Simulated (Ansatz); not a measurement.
# Molybdenum, beta-Sn type under revPBE: structure, energy and stiffness, part 2 of 2

The plan for molybdenum in the beta-Sn type structure: relax it, solve it on a dense k-mesh, then scale the cell to 7 volumes from 88 to 112 % of the relaxed one and try a fit of the equation of state. Spin polarisation is left out. The k-meshes are 13×13×9 for the relaxation; 22×22×12 for the dense run; 15×15×8 for the volumes.

Ansatz 0.2.0; DFT, revPBE, plane waves (420 eV) with PAW, scalar-relativistic. Earlier steps stand in the parts before.

### 3 Single point on a dense mesh

File input.yaml:

```yaml
crystal:
  lattice:
    - [-1.9247522523, 1.924599421, 1.3311215115]
    - [1.924599421, -1.9247522523, 1.3311215115]
    - [3.1690439935, 3.1690439935, -1.3314014224]
  atoms:
    - { symbol: Mo, position: [0.9999595626, 4.04374e-05, 0.0] }
    - { symbol: Mo, position: [0.7500404374, 0.2499595626, 0.5] }
hamiltonian:
  xc: revpbe
  pseudopotentials:
    kind: paw
    azcp:
      Mo: "pseudopotentials/Mo.paw.azcp"
basis:
  ecutwfc: 420
  fft_grid_basis: typed
kpoints:
  mp_grid: { grid: [22, 22, 12], shift: [0, 0, 0] }
magnetization:
  spin_polarized: false
scf:
  occupations: { method: fermi_dirac, width: 0.1 }
```

The log of the run, cut to the lines that bear on the results:

```text
Warning: RAYON_NUM_THREADS=2 ignored (pool sized by the plan → 2); use --threads N
[...]
Pseudopotentials: kind: paw
Pseudopotential: Mo, paw, valence charge 14, recommended cutoff 420 eV (normal), <dir>
Functional definition: revPBE
[...]
Crystal: 2 atoms, lattice volume = 32.475 Å³
Basis set: ecut = 420 eV, 615 PW (Γ)
Bands: 18, of which v1, the nominal top of the filled ones, is band 14 counted from 1 (13 counted from 0)
Symmetry: 4 space group operations
Space group: C2/c (ITA 15), of the structure as read, at distance tolerance 3.2e-5 Å
k-points: 1531 of 5808
[...]
SCF iter   1: F=—  HF=-9921.586744 eV  |F-HF|=—  |Δ(HF+E_count)|=         —  Δρ=4.66e-3  dr2=2.31e-3  ethr=1.77e-3  ⟨swp⟩=5.1  Hψ=122777  notcnv=0
[...]
SCF iter   6: F=-9921.586928 eV  HF=-9921.586928 eV  |F-HF|=6.15e-10  |Δ(HF+E_count)|=  6.71e-10  Δρ=2.36e-6  dr2=1.13e-9  ethr=2.19e-10  ⟨swp⟩=1.0  Hψ=83302  notcnv=0
[...]
SCF converged after 6 iterations
Free energy (F): -9921.586928 eV
[...]
E sigma→0 (E₀):  -9921.562029 eV
Entropy (-TS):   -0.049797 eV (-24.898 meV/atom)
Fermi energy:    20.043065 eV
[...]
```

It took 14 s on 2 threads of an Arm CPU, shared host; peak memory 0.86 GiB.

### 4 Volume × 0.88

File input.yaml:

```yaml
crystal:
  lattice:
    - [-1.8444592324, 1.8443127765, 1.2755924084]
    - [1.8443127765, -1.8444592324, 1.2755924084]
    - [3.0368440636, 3.0368440636, -1.2758606426]
  atoms:
    - { symbol: Mo, position: [0.9999595626, 4.04374e-05, 0.0] }
    - { symbol: Mo, position: [0.7500404374, 0.2499595626, 0.5] }
hamiltonian:
  xc: revpbe
  pseudopotentials:
    kind: paw
    azcp:
      Mo: "pseudopotentials/Mo.paw.azcp"
basis:
  ecutwfc: 420
  fft_grid_basis: typed
kpoints:
  mp_grid: { grid: [15, 15, 8], shift: [0, 0, 0] }
magnetization:
  spin_polarized: false
scf:
  occupations: { method: fermi_dirac, width: 0.1 }
  lower_state_search: "off"
output:
  stress: true
```

The log of the run, cut to the lines that bear on the results:

```text
Warning: RAYON_NUM_THREADS=2 ignored (pool sized by the plan → 2); use --threads N
[...]
[... 3 set-up lines as earlier in the session ...]
[...]
Crystal: 2 atoms, lattice volume = 28.578 Å³
Basis set: ecut = 420 eV, 559 PW (Γ)
Bands: 18, of which v1, the nominal top of the filled ones, is band 14 counted from 1 (13 counted from 0)
[... 1 set-up line as earlier in the session ...]
Space group: C2/c (ITA 15), of the structure as read, at distance tolerance 3.1e-5 Å
k-points: 488 of 1800
[...]
SCF iter   1: F=—  HF=-9921.160759 eV  |F-HF|=—  |Δ(HF+E_count)|=         —  Δρ=5.03e-3  dr2=2.67e-3  ethr=1.77e-3  ⟨swp⟩=5.1  Hψ=39527  notcnv=0
[...]
SCF iter   6: F=-9921.160403 eV  HF=-9921.160403 eV  |F-HF|=1.43e-9  |Δ(HF+E_count)|=   5.96e-9  Δρ=3.58e-6  dr2=2.23e-9  ethr=2.56e-10  ⟨swp⟩=2.0  Hψ=32195  notcnv=0
[...]
SCF converged after 6 iterations
Free energy (F): -9921.160403 eV
[...]
E sigma→0 (E₀):  -9921.138134 eV
Entropy (-TS):   -0.044538 eV (-22.269 meV/atom)
Fermi energy:    23.277612 eV
[...]
--- Stress (GPa, compression-positive) ---
       39.217200       1.796187      -0.015654
        1.796187      39.217200      -0.015654
       -0.015654      -0.015654      38.997975
  P = ⅓ Tr σ = 39.1441 GPa (391.441 kbar)
```

Wall time 4.8 s (2 threads of an Arm CPU, shared host); peak memory 0.44 GiB.

### 5 Volume × 0.92

input.yaml: that of step 4 with these lines changed.

```diff
@@ -2,5 +2,5 @@
   lattice:
-    - [-1.8444592324, 1.8443127765, 1.2755924084]
-    - [1.8443127765, -1.8444592324, 1.2755924084]
-    - [3.0368440636, 3.0368440636, -1.2758606426]
+    - [-1.8719925339, 1.8718438918, 1.2946339084]
+    - [1.8718438918, -1.8719925339, 1.2946339084]
+    - [3.0821767778, 3.0821767778, -1.2949061466]
   atoms:
```

The log of the run, cut to the lines that bear on the results:

```text
Warning: RAYON_NUM_THREADS=2 ignored (pool sized by the plan → 2); use --threads N
[...]
[... 3 set-up lines as earlier in the session ...]
[...]
Crystal: 2 atoms, lattice volume = 29.877 Å³
Basis set: ecut = 420 eV, 591 PW (Γ)
Bands: 18, of which v1, the nominal top of the filled ones, is band 14 counted from 1 (13 counted from 0)
[... 2 set-up lines as earlier in the session ...]
k-points: 488 of 1800
[...]
SCF iter   1: F=—  HF=-9921.411541 eV  |F-HF|=—  |Δ(HF+E_count)|=         —  Δρ=4.82e-3  dr2=2.40e-3  ethr=1.77e-3  ⟨swp⟩=5.1  Hψ=39430  notcnv=0
[...]
SCF iter   6: F=-9921.411351 eV  HF=-9921.411351 eV  |F-HF|=8.42e-10  |Δ(HF+E_count)|=   4.84e-9  Δρ=2.80e-6  dr2=1.34e-9  ethr=1.92e-10  ⟨swp⟩=2.0  Hψ=31640  notcnv=0
[...]
SCF converged after 6 iterations
Free energy (F): -9921.411351 eV
[...]
E sigma→0 (E₀):  -9921.388296 eV
Entropy (-TS):   -0.046110 eV (-23.055 meV/atom)
Fermi energy:    22.111250 eV
[...]
--- Stress (GPa, compression-positive) ---
       23.344792       1.140131      -0.014658
        1.140131      23.344792      -0.014658
       -0.014658      -0.014658      23.220633
  P = ⅓ Tr σ = 23.3034 GPa (233.034 kbar)
```

It took 4.8 s on 2 threads of an Arm CPU, shared host; peak memory 0.45 GiB.

### 6 Volume × 0.96

input.yaml: that of step 5 with these lines changed.

```diff
@@ -2,5 +2,5 @@
   lattice:
-    - [-1.8719925339, 1.8718438918, 1.2946339084]
-    - [1.8718438918, -1.8719925339, 1.2946339084]
-    - [3.0821767778, 3.0821767778, -1.2949061466]
+    - [-1.8987388979, 1.8985881321, 1.3131311776]
+    - [1.8985881321, -1.8987388979, 1.3131311776]
+    - [3.1262138243, 3.1262138243, -1.3134073055]
   atoms:
```

The log of the run, cut to the lines that bear on the results:

```text
Warning: RAYON_NUM_THREADS=2 ignored (pool sized by the plan → 2); use --threads N
[...]
[... 3 set-up lines as earlier in the session ...]
[...]
Crystal: 2 atoms, lattice volume = 31.176 Å³
Basis set: ecut = 420 eV, 595 PW (Γ)
Bands: 18, of which v1, the nominal top of the filled ones, is band 14 counted from 1 (13 counted from 0)
[... 2 set-up lines as earlier in the session ...]
k-points: 488 of 1800
[...]
SCF iter   1: F=—  HF=-9921.546270 eV  |F-HF|=—  |Δ(HF+E_count)|=         —  Δρ=4.69e-3  dr2=2.30e-3  ethr=1.77e-3  ⟨swp⟩=5.1  Hψ=39366  notcnv=0
[...]
SCF iter   6: F=-9921.546262 eV  HF=-9921.546262 eV  |F-HF|=5.51e-10  |Δ(HF+E_count)|=   4.39e-9  Δρ=2.27e-6  dr2=9.35e-10  ethr=1.99e-10  ⟨swp⟩=2.0  Hψ=31950  notcnv=0
[...]
SCF converged after 6 iterations
Free energy (F): -9921.546262 eV
[...]
E sigma→0 (E₀):  -9921.522413 eV
Entropy (-TS):   -0.047698 eV (-23.849 meV/atom)
Fermi energy:    21.039749 eV
[...]
--- Stress (GPa, compression-positive) ---
       10.441384       0.575279      -0.013356
        0.575279      10.441384      -0.013356
       -0.013356      -0.013356      10.370352
  P = ⅓ Tr σ = 10.4177 GPa (104.177 kbar)
```

Wall time 5.1 s (2 threads of an Arm CPU, shared host); peak memory 0.45 GiB.

### 7 Volume × 1.0

input.yaml: that of step 6 with these lines changed.

```diff
@@ -2,5 +2,5 @@
   lattice:
-    - [-1.8987388979, 1.8985881321, 1.3131311776]
-    - [1.8985881321, -1.8987388979, 1.3131311776]
-    - [3.1262138243, 3.1262138243, -1.3134073055]
+    - [-1.9247522523, 1.924599421, 1.3311215115]
+    - [1.924599421, -1.9247522523, 1.3311215115]
+    - [3.1690439935, 3.1690439935, -1.3314014224]
   atoms:
```

The log of the run, cut to the lines that bear on the results:

```text
Warning: RAYON_NUM_THREADS=2 ignored (pool sized by the plan → 2); use --threads N
[...]
[... 3 set-up lines as earlier in the session ...]
[...]
Crystal: 2 atoms, lattice volume = 32.475 Å³
Basis set: ecut = 420 eV, 615 PW (Γ)
Bands: 18, of which v1, the nominal top of the filled ones, is band 14 counted from 1 (13 counted from 0)
[... 2 set-up lines as earlier in the session ...]
k-points: 488 of 1800
[...]
SCF iter   1: F=—  HF=-9921.586624 eV  |F-HF|=—  |Δ(HF+E_count)|=         —  Δρ=4.62e-3  dr2=2.35e-3  ethr=1.77e-3  ⟨swp⟩=5.1  Hψ=39237  notcnv=0
[...]
SCF iter   6: F=-9921.586770 eV  HF=-9921.586770 eV  |F-HF|=6.73e-10  |Δ(HF+E_count)|=   1.96e-9  Δρ=2.41e-6  dr2=1.19e-9  ethr=2.06e-10  ⟨swp⟩=2.0  Hψ=32131  notcnv=0
[...]
SCF converged after 6 iterations
Free energy (F): -9921.586770 eV
[...]
E sigma→0 (E₀):  -9921.562076 eV
Entropy (-TS):   -0.049387 eV (-24.694 meV/atom)
Fermi energy:    20.051829 eV
[...]
--- Stress (GPa, compression-positive) ---
       -0.048947       0.081409      -0.011799
        0.081409      -0.048947      -0.011799
       -0.011799      -0.011799      -0.098464
  P = ⅓ Tr σ = -0.0655 GPa (-0.655 kbar)
```

Run time: 5.3 s. Hardware: 2 threads of an Arm CPU, shared host; peak memory 0.46 GiB.

### 8 Volume × 1.04

input.yaml: that of step 7 with these lines changed.

```diff
@@ -2,5 +2,5 @@
   lattice:
-    - [-1.9247522523, 1.924599421, 1.3311215115]
-    - [1.924599421, -1.9247522523, 1.3311215115]
-    - [3.1690439935, 3.1690439935, -1.3314014224]
+    - [-1.9500808445, 1.949926002, 1.348638277]
+    - [1.949926002, -1.9500808445, 1.348638277]
+    - [3.2107467231, 3.2107467231, -1.3489218713]
   atoms:
```

The log of the run, cut to the lines that bear on the results:

```text
Warning: RAYON_NUM_THREADS=2 ignored (pool sized by the plan → 2); use --threads N
[...]
[... 3 set-up lines as earlier in the session ...]
[...]
Crystal: 2 atoms, lattice volume = 33.774 Å³
Basis set: ecut = 420 eV, 651 PW (Γ)
Bands: 18, of which v1, the nominal top of the filled ones, is band 14 counted from 1 (13 counted from 0)
[... 2 set-up lines as earlier in the session ...]
k-points: 488 of 1800
[...]
SCF iter   1: F=—  HF=-9921.550197 eV  |F-HF|=—  |Δ(HF+E_count)|=         —  Δρ=4.57e-3  dr2=2.43e-3  ethr=1.77e-3  ⟨swp⟩=5.1  Hψ=39185  notcnv=0
[...]
SCF iter   6: F=-9921.550509 eV  HF=-9921.550509 eV  |F-HF|=1.88e-9  |Δ(HF+E_count)|=   4.08e-9  Δρ=3.52e-6  dr2=3.09e-9  ethr=3.52e-10  ⟨swp⟩=2.0  Hψ=33460  notcnv=0
[...]
SCF converged after 6 iterations
Free energy (F): -9921.550509 eV
[...]
E sigma→0 (E₀):  -9921.524903 eV
Entropy (-TS):   -0.051213 eV (-25.606 meV/atom)
Fermi energy:    19.137774 eV
[...]
--- Stress (GPa, compression-positive) ---
       -8.566434      -0.351908      -0.009921
       -0.351908      -8.566434      -0.009921
       -0.009921      -0.009921      -8.620637
  P = ⅓ Tr σ = -8.5845 GPa (-85.845 kbar)
```

Run time: 5.4 s. Hardware: 2 threads of an Arm CPU, shared host; peak memory 0.46 GiB.

### 9 Volume × 1.08

input.yaml: that of step 8 with these lines changed.

```diff
@@ -2,5 +2,5 @@
   lattice:
-    - [-1.9500808445, 1.949926002, 1.348638277]
-    - [1.949926002, -1.9500808445, 1.348638277]
-    - [3.2107467231, 3.2107467231, -1.3489218713]
+    - [-1.9747680329, 1.9746112301, 1.36571146]
+    - [1.9746112301, -1.9747680329, 1.36571146]
+    - [3.2513934017, 3.2513934017, -1.3659986446]
   atoms:
```

The log of the run, cut to the lines that bear on the results:

```text
Warning: RAYON_NUM_THREADS=2 ignored (pool sized by the plan → 2); use --threads N
[...]
[... 3 set-up lines as earlier in the session ...]
[...]
Crystal: 2 atoms, lattice volume = 35.073 Å³
Basis set: ecut = 420 eV, 683 PW (Γ)
Bands: 18, of which v1, the nominal top of the filled ones, is band 14 counted from 1 (13 counted from 0)
[... 1 set-up line as earlier in the session ...]
Space group: C2/c (ITA 15), of the structure as read, at distance tolerance 3.3e-5 Å
k-points: 488 of 1800
[...]
SCF iter   1: F=—  HF=-9921.451941 eV  |F-HF|=—  |Δ(HF+E_count)|=         —  Δρ=4.54e-3  dr2=2.54e-3  ethr=1.77e-3  ⟨swp⟩=5.0  Hψ=90466  notcnv=0  defer=30
[...]
SCF iter   6: F=-9921.451926 eV  HF=-9921.451926 eV  |F-HF|=8.55e-11  |Δ(HF+E_count)|=   9.52e-9  Δρ=1.27e-6  dr2=1.53e-10  ethr=3.03e-11  ⟨swp⟩=1.1  Hψ=31125  notcnv=0
[...]
SCF converged after 6 iterations
Free energy (F): -9921.451926 eV
[...]
E sigma→0 (E₀):  -9921.425348 eV
Entropy (-TS):   -0.053155 eV (-26.578 meV/atom)
Fermi energy:    18.289489 eV
[...]
--- Stress (GPa, compression-positive) ---
      -15.465305      -0.729898      -0.007896
       -0.729898     -15.465305      -0.007896
       -0.007896      -0.007896     -15.543613
  P = ⅓ Tr σ = -15.4914 GPa (-154.914 kbar)
```

Run time: 7.2 s. Hardware: 2 threads of an Arm CPU, shared host; peak memory 0.52 GiB.

### 10 Volume × 1.12

input.yaml: that of step 9 with these lines changed.

```diff
@@ -2,5 +2,5 @@
   lattice:
-    - [-1.9747680329, 1.9746112301, 1.36571146]
-    - [1.9746112301, -1.9747680329, 1.36571146]
-    - [3.2513934017, 3.2513934017, -1.3659986446]
+    - [-1.9988529436, 1.9986942284, 1.3823681194]
+    - [1.9986942284, -1.9988529436, 1.3823681194]
+    - [3.2910484489, 3.2910484489, -1.3826588066]
   atoms:
@@ -26 +26,5 @@
   stress: true
+  write_density: true
+  write_potential: true
+  elf: true
+  volumetric_format: npy
```

The log of the run, cut to the lines that bear on the results:

```text
Warning: RAYON_NUM_THREADS=2 ignored (pool sized by the plan → 2); use --threads N
[...]
[... 3 set-up lines as earlier in the session ...]
[...]
Crystal: 2 atoms, lattice volume = 36.372 Å³
Basis set: ecut = 420 eV, 723 PW (Γ)
Bands: 18, of which v1, the nominal top of the filled ones, is band 14 counted from 1 (13 counted from 0)
[... 2 set-up lines as earlier in the session ...]
k-points: 488 of 1800
[...]
SCF iter   1: F=—  HF=-9921.302770 eV  |F-HF|=—  |Δ(HF+E_count)|=         —  Δρ=4.54e-3  dr2=2.70e-3  ethr=1.77e-3  ⟨swp⟩=5.0  Hψ=90031  notcnv=0  defer=21
[...]
SCF iter   6: F=-9921.302892 eV  HF=-9921.302892 eV  |F-HF|=1.24e-10  |Δ(HF+E_count)|=   8.37e-9  Δρ=1.40e-6  dr2=2.05e-10  ethr=2.72e-11  ⟨swp⟩=5.4  Hψ=52354  notcnv=0
[...]
SCF converged after 6 iterations
Free energy (F): -9921.302892 eV
[...]
E sigma→0 (E₀):  -9921.275293 eV
Entropy (-TS):   -0.055197 eV (-27.599 meV/atom)
Fermi energy:    17.500098 eV
[...]
--- Stress (GPa, compression-positive) ---
      -21.033797      -1.057407      -0.005897
       -1.057407     -21.033797      -0.005897
       -0.005897      -0.005897     -21.148707
  P = ⅓ Tr σ = -21.0721 GPa (-210.721 kbar)
--- Band table (eV; the first three rows and the last of 488) ---
  k-point 0: bands = ["-43.5734", "-43.4041", "-18.0043", "-17.4503", "-17.1885", "-17.0747", "-17.0694", "-17.0019", "11.0494", "13.3128", "15.4718", "15.6641", "16.5649", "17.9451", "18.3249", "18.3361", "19.0379", "19.3763", "19.4222", "20.9398", "27.3206", "29.0227"]
[...]
```

It took 9.9 s on 2 threads of an Arm CPU, shared host; peak memory 0.53 GiB.

The maps below are laid out on this run's own conventional cell (a, b, c = 2.765, 5.653, 9.308 Å).

Density in a lattice plane of the grid's cell (edges 2.76 and 9.31 Å, at 0.250 of the third edge), which holds Mo.

Ten even steps from ' ' (0.18 e/Å³) to '@' (6.45 e/Å³):
```
                
                
    ..          
..++##++..      
==@@@@@@==      
..++##++..      
    ..          
                
                
                
                
                
            ..  
..      ..++##++
==      ==@@@@@@
..      ..++##++
            ..  
                
                
                
```
Columns run along the first of these edges and rows up along the second, over one cell in 8 and 20 even steps from the bottom left corner. Atoms in the plane (fractional): Mo at (0.25, 0.75), Mo at (0.75, 0.25).

ELF in the same plane.

Values, 12 rows by 6 columns:
```
0.40 0.44 0.44 0.40 0.36 0.36
0.18 0.50 0.50 0.18 0.28 0.28
0.73 0.50 0.50 0.73 0.31 0.31
0.18 0.50 0.50 0.18 0.28 0.28
0.40 0.44 0.44 0.40 0.36 0.36
0.29 0.30 0.30 0.29 0.30 0.30
0.40 0.36 0.36 0.40 0.44 0.44
0.18 0.28 0.28 0.18 0.50 0.50
0.73 0.31 0.31 0.73 0.50 0.50
0.18 0.28 0.28 0.18 0.50 0.50
0.40 0.36 0.36 0.40 0.44 0.44
0.29 0.30 0.30 0.29 0.30 0.30
```
Columns run along the first of these edges and rows up along the second, over one cell in 6 and 12 even steps from the bottom left corner. Atoms in the plane (fractional): Mo at (0.25, 0.75), Mo at (0.75, 0.25).

Both are smooth fields of the valence electrons: close to the nuclei they are not physical.

Outside the cores ELF peaks at 0.48 between the atoms, 1.7 Å from Mo.

### 11 Fitting the volumes

The cell was scaled evenly, with its shape and the fractional positions fixed.

```tsv
V (Å³/atom)	E − E₀ (meV/atom)	P from the stress (GPa)	P from the fit (GPa)
14.289	211.9	39.14	39.13
14.939	86.8	23.30	23.19
15.588	19.8	10.42	10.30
16.238	-0.1	-0.07	-0.17
16.887	18.5	-8.58	-8.68
17.537	68.3	-15.49	-15.61
18.186	143.3	-21.07	-21.26
```

Fit (Birch-Murnaghan, third order): V₀ = 16.226 Å³/atom, B₀ = 236 GPa, B₀′ = 4.2, largest residual 0.07 meV/atom.

Fit and stress differ a little: one follows E(σ → 0), the other the smeared free energy.

### 12 Outcome

The summary covers parts 1 to 2.

| quantity | value |
| --- | --- |
| space group (spins left aside) | Fddd (No. 70) |
| conventional cell | a = 2.662 Å, b = 5.444 Å, c = 8.963 Å |
| volume | 16.238 Å³/atom |
| shortest distance | 2.662 Å |
| gap on the mesh | none (levels filled in part) |
| relative to bcc | +230 meV/atom |
| V₀, B₀, B₀′ | 16.226 Å³/atom, 236 GPa, 4.2 |

In words: The relaxation shrank the cell by 0.8 % in volume. The cell has left its prototype: it ends as Fddd. What follows belongs to that structure, not to the type named at the start. The mesh has less symmetry than the lattice, which may have let the distortion in. Against the reference form of molybdenum (bcc, computed apart with the same settings) it stands 230 meV/atom higher. Levels at the Fermi energy are filled in part, as in a metal. B₀ comes out at 236 GPa; letting shape and positions relax at each volume could only lower it.
